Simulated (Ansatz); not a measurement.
TePb, space group Fm-3m, a calculation of the elastic constants

Run with the Ansatz DFT code, driven from Python.

`elastic_tepb.py`
```python
"""Elastic constants of TePb."""

import ansatz as az
import numpy as np

system = (
    az.Lattice.of([0.0, 3.231, 3.231], [3.231, 0.0, 3.231], [3.231, 3.231, 0.0])
    .atom("Te", [0.5, 0.5, 0.5])
    .atom("Pb", [0.0, 0.0, 0.0])
)

job = (
    system.calculation()
    .functional("pbesol")
    .basis(17 * az.Ha)
    .occupations(az.OccupationsMethod.FIXED)
    .kpoints(6, 6, 6)
)
result = job.elastic(az.ElasticMode.CLAMPED_ION).run()
elastic = result.elastic

print("C_ij (GPa), Voigt order xx yy zz yz xz xy")
for row in elastic.c_gpa:
    print(" ".join(f"{value:8.1f}" for value in row))
print("smallest eigenvalue of C:", round(elastic.stability.min_eigenvalue_gpa, 1), "GPa; tensor positive definite:", elastic.stability.min_eigenvalue_gpa > 0)
# averaged moduli need a positive definite tensor
if elastic.stability.min_eigenvalue_gpa > 0:
    for name, value in elastic.moduli.to_plain().items():
        print(f"{name:14s} {value:9.3f}")
```

```console
$ python elastic_tepb.py
C_ij (GPa), Voigt order xx yy zz yz xz xy
   120.5      4.8      4.8      0.0      0.0     -0.0
     4.8    120.5      4.8      0.0      0.0      0.0
     4.8      4.8    120.5     -0.0      0.0      0.0
     0.0     -0.0     -0.0     14.7     -0.0      0.0
     0.0     -0.0     -0.0      0.0     14.7      0.0
    -0.0      0.0     -0.0     -0.0     -0.0     14.7
smallest eigenvalue of C: 14.7 GPa; tensor positive definite: True
k_voigt_gpa       43.344
k_reuss_gpa       43.344
k_hill_gpa        43.344
g_voigt_gpa       31.982
g_reuss_gpa       20.999
g_hill_gpa        26.491
youngs_gpa        66.022
poisson            0.246
```

Notes:
- Under fixed occupations the level called the Fermi level is the highest filled one on the SCF mesh; off the mesh a filled band can lie a little above it.
- A positive definite tensor excludes instabilities under uniform strain alone; phonons elsewhere in the zone can still be imaginary.
- Spin-orbit coupling, which matters for elements this heavy, is left out.
- The starting cell is as deposited in a crystallographic database; the results hold for this polymorph, which needn't be the stable one.
- The constants belong to the cell that was strained; where it wasn't relaxed first it may be under stress.
- It ran for 22 s on 1 thread of Arm Neoverse V2 (shared host), peak memory 0.45 GiB.

(A comment or docstring line of the script was reworded after the run, the code is as it ran.)
